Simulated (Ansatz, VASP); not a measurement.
# Cross-check of GaSb between VASP and Ansatz

One calculation is typed for both programs; each brings its own data sets and cutoff. How far apart do they land? The cell is taken from a series of VASP runs on this material, whose earlier steps may have relaxed, scaled or displaced it; both programs get it as it stands.

Method: plane waves, with VASP 6.6.1 beside it; relaxation of cell and atoms at LDA and relaxation of cell and atoms at r2SCAN, in Ansatz 0.2.0.

**1. Set-up**

The structure is cubic, space group F-43m (No. 216). The conventional cell has a = 6.055 Å, b = 6.055 Å, c = 6.055 Å, α = 90.00°, β = 90.00°, γ = 90.00°. Nearest to Sb lie 4 Ga at 2.62 Å. Nearest to Ga lie 4 Sb at 2.62 Å. Farther neighbours are not listed.

**2. Ansatz: relaxation of cell and atoms, LDA**

Ansatz runs on its default PAW (the set named soft_2) files.

The relaxed volume is the usual yardstick between codes: its relative difference is about their pressure difference at one cell divided by the bulk modulus.

Input file input.yaml:

```yaml
crystal:
  lattice:
    - [0.0, 3.0273955838, 3.0273955838]
    - [3.0273955838, 0.0, 3.0273955838]
    - [3.0273955838, 3.0273955838, 0.0]
  atoms:
    - { symbol: Sb, position: [0.75, 0.75, 0.75] }
    - { symbol: Ga, position: [0.0, 0.0, 0.0] }
hamiltonian:
  xc: lda
  pseudopotentials: { kind: paw }
kpoints:
  mp_grid: { grid: [12, 12, 12] }
scf:
  occupations: { method: methfessel_paxton, width: 0.15 }
relax:
  f_tol: 0.01
  max_steps: 60
  cell: { stress_tol: 0.05 }
output:
  forces: true
  stress: true
```

Command:

```console
$ ansatz run input.yaml --threads 4 --pin off --max-ram 9216MiB --backend cpu --events-out ev --progress --plain --runs-dir out
```

Numbers of over 12 decimals in the logs are rounded to 6 here.

The program printed:

```text
Engine: ansatz 0.2.0, aarch64-unknown-linux-gnu
Pseudopotentials: kind: paw
Pseudopotential: Sb, paw, valence charge 15, recommended cutoff 420 eV (normal), Sb.paw.azcp
Pseudopotential: Ga, paw, valence charge 13, recommended cutoff 420 eV (normal), Ga.paw.azcp
Functional definition: SPW92
  exchange = slater_x
  correlation = pw_c
Crystal: 2 atoms, lattice volume = 55.493 Å³
Basis set: ecut = 420 eV, 1067 PW (Γ)
Bands: 18, of which v1, the nominal top of the filled ones, is band 14 counted from 1 (13 counted from 0)
Symmetry: 24 space group operations
Space group: F-43m (ITA 216), of the structure as read, at distance tolerance 3.8e-5 Å
k-points: 72 of 1728 (time reversal used)
Non-local potential: Sb, projectors of the file, l = 0: 2, l = 1: 2, l = 2: 2, l = 3: 2
Non-local potential: Ga, projectors of the file, l = 0: 2, l = 1: 2, l = 2: 3, l = 3: 1
PAW form: soft (Blöchl's): semilocal exchange-correlation on the pseudo side does not see the compensation charge
PAW frozen core: Sb, regenerated for the run's functional, and the local potential with it (the file was generated under x = pbe(κ = 0.804, μ = 0.219515), c = pbe(β = 0.066725))
PAW frozen core: Ga, regenerated for the run's functional, and the local potential with it (the file was generated under x = pbe(κ = 0.804, μ = 0.219515), c = pbe(β = 0.066725))
PAW one-centre angular grid: Sb, 590 points (default); XC on 64 Gauss nodes
PAW one-centre angular grid: Ga, 590 points (default); XC on 64 Gauss nodes
Initial density: superposition of atomic densities (neutral atoms: chi_scale 0, normalization atom), corrected by the library's trained network
Initial wavefunctions: pseudopotential atomic-orbital guess
Functional: x = slater, c = lda
SCF iter   1: F=—  HF=-10043.056829 eV  |F-HF|=—  |Δ(HF+E_count)|=         —  Δρ=5.77e-3  dr2=8.57e-3  ethr=1.77e-3  ⟨swp⟩=5.2  Hψ=6507  notcnv=0
preconditioner: auto → Kerker (q_TF=auto, 2.434 Å⁻¹)  [metal: Δε(μ)=0.030 eV  Ē_g=14.719 eV  σ=0.150 eV  W_gap=0.17  n_scr=14 (ndim 8)  ℏωp=21.1 eV  f_vac=0.085  D(μ)=0.04/eV (n_scr^D=0)]
SCF iter   2: F=—  HF=-10043.053639 eV  |F-HF|=—  |Δ(HF+E_count)|=   3.19e-3  S|Δr|=    0.00e0  Δρ=3.26e-3  dr2=3.13e-3  ethr=3.06e-5  ⟨swp⟩=2.1  Hψ=2400  notcnv=0
SCF iter   3: F=—  HF=-10043.053089 eV  |F-HF|=—  |Δ(HF+E_count)|=   5.51e-4  S|Δr|=    0.00e0  Δρ=4.86e-4  dr2=1.43e-4  ethr=1.12e-5  ⟨swp⟩=2.0  Hψ=2296  notcnv=0
SCF iter   4: F=—  HF=-10043.053056 eV  |F-HF|=—  |Δ(HF+E_count)|=   3.22e-5  S|Δr|=    0.00e0  Δρ=2.96e-4  dr2=7.03e-5  ethr=5.11e-7  ⟨swp⟩=2.0  Hψ=2305  notcnv=0
SCF iter   5: F=—  HF=-10043.053055 eV  |F-HF|=—  |Δ(HF+E_count)|=   1.99e-6  S|Δr|=    0.00e0  Δρ=1.60e-4  dr2=2.13e-5  ethr=2.51e-7  ⟨swp⟩=2.0  Hψ=1656  notcnv=0
SCF iter   6: F=—  HF=-10043.053056 eV  |F-HF|=—  |Δ(HF+E_count)|=   1.58e-6  S|Δr|=    0.00e0  Δρ=4.91e-5  dr2=3.01e-6  ethr=7.61e-8  ⟨swp⟩=3.0  Hψ=2317  notcnv=0
SCF iter   7: F=—  HF=-10043.053057 eV  |F-HF|=—  |Δ(HF+E_count)|=   4.19e-7  S|Δr|=    0.00e0  Δρ=2.34e-5  dr2=3.14e-7  ethr=1.07e-8  ⟨swp⟩=2.2  Hψ=2051  notcnv=0
SCF iter   8: F=-10043.053056 eV  HF=-10043.053056 eV  |F-HF|=2.23e-9  |Δ(HF+E_count)|=   1.11e-7  S|Δr|=    0.00e0  Δρ=5.86e-6  dr2=1.30e-8  ethr=3.57e-10  ⟨swp⟩=5.0  Hψ=5145  notcnv=0
SCF 1 converged in 8 iterations: F = -10043.053056 eV  dr2 = 1.30e-8
  greatest PAW one-centre occupation: 0.998 electrons in one spin orbital (limit 2), on the Sb atom at site 0 (counted from 0), in its partial waves of l = 2
relax step   1: F+E_penalty+E_count = -10043.05305639 eV  Δ(F+E_penalty+E_count) = +0.000e0 eV  max|allowed force component| = 1.850e-16 eV/Å  Δτ_max = 0.0000 Å  P = -0.170 GPa  Ω = 55.493 Å³  (8 SCF iters, dr2 threshold 1.00e-7 eV, accepted)
[...]
relax step   2: F+E_penalty+E_count = -10043.05318416 eV  Δ(F+E_penalty+E_count) = -1.278e-4 eV  max|allowed force component| = 2.776e-17 eV/Å  Δτ_max = 0.0000 Å  P = +0.047 GPa  Ω = 55.274 Å³  energy of the carried Pulay correction = +4.282e-5 eV  (4 SCF iters, dr2 threshold 7.22e-8 eV, accepted)
[...]
relax step   3: F+E_penalty+E_count = -10043.05314442 eV  Δ(F+E_penalty+E_count) = +3.974e-5 eV  max|allowed force component| = 3.007e-17 eV/Å  Δτ_max = 0.0000 Å  P = +0.047 GPa  Ω = 55.274 Å³  stress off target by 4.69e-2 GPa  SCF on the basis re-selected at this cell (its energy is not comparable with the rows above)  (6 SCF iters)
basis re-selected at this cell: Δ(F+E_penalty+E_count) = +3.974e-5 eV, ΔP = +0.000 GPa vs the last step (what re-selecting the basis moved, of the pressure what is left beyond the Pulay correction that the steps carried, after the strain that the cell walked since its last selection, with what the two solves' SCF thresholds leave and, on support functions, any second-order correction that the steps lacked; it is no m [...]
SCF converged after 6 iterations
Stability not checked: this state was not tested for a lower state beside it, because cold or Methfessel-Paxton smearing, or corrected tetrahedra, fill the levels in a way that the test cannot read (fill_not_monotonic; see scf.lower_state_search)
Free energy (F): -10043.053144 eV
Harris-Foulkes:  -10043.053144 eV  (|F-HF|=3.64e-12)
Internal energy: -10043.053354 eV  (E = F + TS)
E sigma→0 (E₀):  -10043.053197 eV
Entropy (-TS):   0.000210 eV (0.105 meV/atom)
Fermi energy:    7.874159 eV
Step filling:    the computed levels leave a gap of 0.0727 eV = 0.5 smearing widths at the electron count; against every level under it full and every level over it empty, smearing changes F+E_penalty+E_count by +0.086 meV and its σ→0 estimate by +0.034 meV
--- Per-component energies (eV) ---
  E_band       = -259.774563
  E_kinetic    = 325.667190
  E_local      = -3875.946905  (includes V_loc(G=0)·N_el)
  E_nonlocal   = 793.240279
  E_hartree    = 1781.882996
  E_xc         = -207.043695
  E_vxc        = -156.410442  (∫ρ·V_xc dr)
  E_paw        = -6339.858097  (= ΣΔE_a)
  E_vpaw       = -910.090455  (= ΣTr[D̂ρ^β])
  E_aug_tail   = -0.000127  (compensation charges beyond the density's cutoff)
  E_ewald      = -2523.282298
  E_core_change = 2.287303  (= ΣΔE_core)
  E_smearing   = 0.000210  (= −TS)
  E_closure    = 0.000000  (closes the sum)
  Σ components = -10043.053144   (vs F -10043.053144, Δ=0.00e0)
--- Forces (eV/Å), atoms counted from 1 ---
  atom   1  Sb     0.00000000    -0.00000000    -0.00000000
  atom   2  Ga    -0.00000000     0.00000000     0.00000000
  max |Σ_I F_I| component: 2.54e-17 eV/Å
--- Stress (GPa, compression-positive) ---
        0.046855       0.000000       0.000000
        0.000000       0.046855       0.000000
       -0.000000       0.000000       0.046855
  P = ⅓ Tr σ = 0.0469 GPa (0.469 kbar)
--- Relaxed structure (2 steps of the walk, 2 accepted, 1 SCFs on fresh bases) ---
  F+E_penalty+E_count = -10043.05314442 eV   max|allowed force component| = 3.007e-17 eV/Å   (the final SCF, on the basis selected at the relaxed cell)
  cell:  # Å, volume = 55.2736 Å³
    - [0, 3.023403, 3.023403]
    - [3.023403, 0, 3.023403]
    - [3.023403, 3.023403, 0]
  atoms:
    - { symbol: Sb, position: [0.750000, 0.750000, 0.750000] }
    - { symbol: Ga, position: [0, 0, 0] }
```

Wall time 4.1 s (4 threads of Arm Neoverse V2, shared host); peak memory 0.42 GiB; 14 s of CPU time.

**3. VASP: relaxation of cell and atoms, LDA**

The same cell, functional (in two slightly different forms), mesh and smearing now go to VASP, with its own data sets and cutoff.

Lines of VASP's logs that name or quote its potential files are left out, and so is its time.

Input file INCAR:

```
SYSTEM = GaSb
PREC = Accurate
ENCUT = 450
EDIFF = 1E-07
NELM = 100
ISMEAR = 1
SIGMA = 0.15
LREAL = .FALSE.
ALGO = Normal
GGA = CA
NBANDS = 15
LORBIT = 11
LWAVE = .FALSE.
LCHARG = .FALSE.
KPAR = 4
IBRION = 2
NSW = 50
ISIF = 3
EDIFFG = -0.002
```

Input file POSCAR:

```
GaSb
1.0
    0.0000000000      3.0273955838      3.0273955838
    3.0273955838      0.0000000000      3.0273955838
    3.0273955838      3.0273955838      0.0000000000
Sb Ga
1 1
Direct
    0.7500000000      0.7500000000      0.7500000000
    0.0000000000      0.0000000000      0.0000000000
```

Input file KPOINTS:

```
Automatic mesh
0
Gamma
12 12 12
0 0 0
```

The projector-augmented-wave data sets are Sb and Ga_d (LDA family, release 64).

Command:

```console
$ mpirun -np 4 vasp_std
```

The program printed:

```text
[banner, memory and clock lines left out]
running    4 mpi-ranks, on    1 nodes
 distrk:  each k-point on    1 cores,    4 groups
 distr:  one band on    1 cores,    1 groups

 POSCAR found type information on POSCAR SbGa
 POSCAR found :  2 types and       2 ions
 LDA part: xc-table for (Slater(with rela. corr.)+CA(PZ))
 , standard interpolation
 POSCAR, INCAR and KPOINTS ok, starting setup
 FFT: planning ... GRIDC
 FFT: planning ... GRID_SOFT
 FFT: planning ... GRID
 WAVECAR not read
 entering main loop
       N       E                     dE             d eps       ncg     rms          rms(c)
DAV:   1     0.776630533444E+02    0.77663E+02   -0.80445E+03  2192   0.134E+03
DAV:   2    -0.290330543538E+01   -0.80566E+02   -0.77885E+02  2496   0.287E+02
DAV:   3    -0.870035419616E+01   -0.57970E+01   -0.57850E+01  2552   0.658E+01
DAV:   4    -0.879894811250E+01   -0.98594E-01   -0.98582E-01  2701   0.973E+00
DAV:   5    -0.880142788651E+01   -0.24798E-02   -0.24797E-02  2689   0.136E+00    0.343E+00
DAV:   6    -0.871038212533E+01    0.91046E-01   -0.75742E-02  3188   0.446E+00    0.199E+00
DAV:   7    -0.867366352748E+01    0.36719E-01   -0.53399E-02  2447   0.186E+00    0.295E-01
DAV:   8    -0.867340404409E+01    0.25948E-03   -0.48452E-03  2704   0.860E-01    0.986E-02
DAV:   9    -0.867348149146E+01   -0.77447E-04   -0.35093E-04  2570   0.170E-01    0.397E-02
DAV:  10    -0.867347449495E+01    0.69965E-05   -0.17950E-05  2837   0.394E-02    0.136E-02
DAV:  11    -0.867347679205E+01   -0.22971E-05   -0.43264E-06  2476   0.197E-02    0.516E-03
DAV:  12    -0.867347676182E+01    0.30226E-07   -0.22649E-07  2662   0.365E-03
   1 F= -.86734768E+01 E0= -.86735516E+01  d E =-.867348E+01
[...]
2 F= -.86734764E+01 E0= -.86735523E+01  d E =0.403031E-06
[...]
3 F= -.86734783E+01 E0= -.86735536E+01  d E =-.156182E-05
[...]
4 F= -.86734780E+01 E0= -.86735536E+01  d E =-.128371E-05
 curvature:  -0.28 expect dE=-0.824E-06 dE for cont linesearch -0.824E-06
 ZBRENT: interpolating
 opt :   0.5352  next Energy=    -8.673479 (dE=-0.189E-05)
 bond charge predicted
       N       E                     dE             d eps       ncg     rms          rms(c)
DAV:   1    -0.867348075475E+01   -0.26929E-05   -0.30136E-05  2741   0.909E-02    0.886E-03
DAV:   2    -0.867347885079E+01    0.19040E-05   -0.34802E-06  2685   0.351E-02    0.403E-03
DAV:   3    -0.867347838267E+01    0.46812E-06   -0.48497E-07  2566   0.113E-02    0.928E-04
DAV:   4    -0.867347832972E+01    0.52956E-07   -0.47651E-08  1192   0.298E-03
   5 F= -.86734783E+01 E0= -.86735537E+01  d E =-.156790E-05
 curvature:  -0.11 expect dE=-0.438E-07 dE for cont linesearch -0.438E-07
 trial: gam=-0.15803 g(F)=  0.555E-48 g(S)=  0.393E-06 ort = 0.200E-05 (trialstep = 0.907E+00)
 search vector abs. value=  0.153E-07
 reached required accuracy - stopping structural energy minimisation
```

Parts of OUTCAR (step 3):

```text
ion  position               nearest neighbor table
   1  0.750  0.750  0.750-   2 2.62   2 2.62   2 2.62   2 2.62
   2  0.000  0.000  0.000-   1 2.62   1 2.62   1 2.62   1 2.62

  LATTYP: Found a face centered cubic cell.
 ALAT       =     6.0547911676

 Subroutine GETGRP returns: Found 24 space group operations
 (whereof 24 operations were pure point group operations)

The static configuration has the point symmetry T_d .

 Found     72 irreducible k-points:

   k-points           NKPTS =     72   k-points in BZ     NKDIM =     72   number of bands    NBANDS=     15

   dimension x,y,z NGX =    30 NGY =   30 NGZ =   30
   dimension x,y,z NGXF=    60 NGYF=   60 NGZF=   60

   ENCUT  =  450.0 eV  33.07 Ry    5.75 a.u.   7.41  7.41  7.41*2*pi/ulx,y,z

   NELECT =      18.0000    total number of electrons

 k-points in reciprocal lattice and weights: Automatic mesh
   0.00000000  0.00000000  0.00000000       0.001
   0.08333333  0.00000000  0.00000000       0.005
   0.16666667  0.00000000  0.00000000       0.005
   0.25000000  0.00000000  0.00000000       0.005
   0.33333333  0.00000000  0.00000000       0.005
   0.41666667  0.00000000  0.00000000       0.005
   0.50000000  0.00000000  0.00000000       0.002
   0.08333333  0.08333333  0.00000000       0.003
   0.16666667  0.08333333  0.00000000       0.014
[...]
-0.33333333  0.50000000  0.16666667       0.007
  -0.25000000  0.50000000  0.25000000       0.003

 average (electrostatic) potential at core
       1 -88.3640       2 -66.6031

 E-fermi :   5.0388

 k-point     1 :       0.0000    0.0000    0.0000
  band No.  band energies     occupation
    ...
      5     -10.1457      2.00000
      6      -6.7311      2.00000
      7       5.0092      1.32698
      8       5.0092      1.32698
      9       5.0092      1.32697
     10       5.1112      0.27912
     11       7.7503     -0.00000
     12       7.7503     -0.00000
     13       7.7503     -0.00000
     14      10.6486      0.00000
    ...

 k-point     2 :       0.0833    0.0000    0.0000
  band No.  band energies     occupation
    ...
      5     -10.1458      2.00000
      6      -6.6569      2.00000
      7       3.6938      2.00000
      8       4.8782      2.06195
      9       4.8782      2.06195
     10       5.9472     -0.00000
     11       7.9268     -0.00000
     12       7.9268     -0.00000
     13       8.0196     -0.00000
     14      11.0812      0.00000
    ...

 k-point     3 :       0.1667    0.0000    0.0000
  band No.  band energies     occupation
    ...
      5     -10.1461      2.00000
      6      -6.4384      2.00000
      7       2.2496      2.00000
      8       4.5849      2.00016
      9       4.5849      2.00016
     10       6.0219     -0.00000
     11       8.3104      0.00000
     12       8.3104      0.00000
     13       8.9686      0.00000
     14      11.9397      0.00000
    ...

  Total       -0.0023302     -0.0023302     -0.0023302      0.0000000     -0.0000000      0.0000000
  in kB       -0.0673091     -0.0673091     -0.0673091      0.0000000     -0.0000000      0.0000000
  external PRESSURE =      -0.0673091 kB  Pullay stress =       0.0000000 kB

  energy-cutoff  :      450.00
  volume of cell :       55.47
      direct lattice vectors                 reciprocal lattice vectors
     0.000000000  3.026932616  3.026932616    -0.165183723  0.165183723  0.165183723
     3.026932616  0.000000000  3.026932616     0.165183723 -0.165183723  0.165183723
     3.026932616  3.026932616  0.000000000     0.165183723  0.165183723 -0.165183723

 POSITION                                       TOTAL-FORCE (eV/Angst)
 -----------------------------------------------------------------------------------
      4.54040      4.54040      4.54040        -0.000000     -0.000000     -0.000000
      0.00000      0.00000      0.00000         0.000000      0.000000      0.000000
 -----------------------------------------------------------------------------------
    total drift:                                0.000000      0.000000     -0.000000

  FREE ENERGIE OF THE ION-ELECTRON SYSTEM (eV)
  ---------------------------------------------------
  free  energy   TOTEN  =        -8.6734783297 eV

  energy  without entropy=       -8.6737045376  energy(sigma->0) =       -8.67355373

 reached required accuracy - stopping structural energy minimisation

 total charge
# of ion       s       p       d       tot
------------------------------------------
    1        1.136   1.362   0.031   2.530
    2        0.920   0.798   9.966  11.684
--------------------------------------------------
tot          2.057   2.160   9.997  14.214

[... 3 further parts left out ...]
```

Methfessel-Paxton smearing is not meant for a cell with a gap.

**4. Differences**

Known differences besides the potentials themselves: the two LDA forms differ slightly; both relaxations stop at a tolerance, which leaves soft axes loose, and VASP keeps its plane-wave basis; the data sets hold 28 valence electrons in Ansatz (default PAW (the set named soft_2) files) and 18 in VASP; the cutoff is 420 eV in Ansatz and 450 eV in VASP; VASP's log shows a relativistic correction to its local exchange, Ansatz's none; Ansatz adds a Pulay correction to the stress that steers its cell, VASP none. Total energies have different zeros and are not compared.

The two programs side by side:

```tsv
quantity	Ansatz	VASP	difference
volume (Å³)	55.27	55.47	-0.35 %
edge a after relaxation, in the typed setting (Å)	4.276	4.281	-0.12 %
```

The walks stopped with 0.05 GPa left in Ansatz and -0.01 GPa in VASP; each walk ends within a tolerance, so the volume difference is uncertain by about these residues over the bulk modulus, most in soft cells.

[end of part 1 of 2]

[Lines on the potential files, build, host, timing and source positions are cut from VASP's logs without a mark.]

[Logs are printed without paths, hosts, clocks, repeated set-up lines and the standing remarks that a program may print on its own settings, such as how far it seeks lower states.]

[Hosts, paths, dates, database ids (printed as entryN), source tags and the programs' standing remarks are cut or masked in the printed files.]
